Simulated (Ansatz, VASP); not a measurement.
Si: VASP beside Ansatz

```
CELL_PARAMETERS angstrom
0.00000 2.73031 2.73031
2.73031 0.00000 2.73031
2.73031 2.73031 0.00000
ATOMIC_POSITIONS crystal
Si 0.25000 0.25000 0.25000
Si 0.00000 0.00000 0.00000
```

Alike in both runs: task single point; functional PBEsol; k mesh 8 × 8 × 8; no spin polarisation.

|  | VASP | Ansatz |
| --- | --- | --- |
| version | VASP 6.6.1 | Ansatz 0.2.0 |
| potentials or method | VASP PAW PBE potentials, release 64 (Si), cutoff 520 eV | all-electron LAPW, scalar-relativistic |
| occupations | gaussian, width 0.01 eV | fixed |

Ansatz gave:

* gap on the k mesh at the Fermi level (eV): 0.54
* pressure (GPa): -1.4

Question: What did VASP give for the same quantities?

Answer: gap on the k mesh at the Fermi level (eV): 0.53; pressure (GPa): -1.2.

Ansatz ran all-electron here, so the differences hold the error of VASP's frozen core and of both bases.

Caveats: the PAW data sets were made with another functional, which shifts forces and pressure a little (VASP). A hybrid or GW would open this gap; PBEsol tends to underestimate it. A k mesh can miss the band edges.
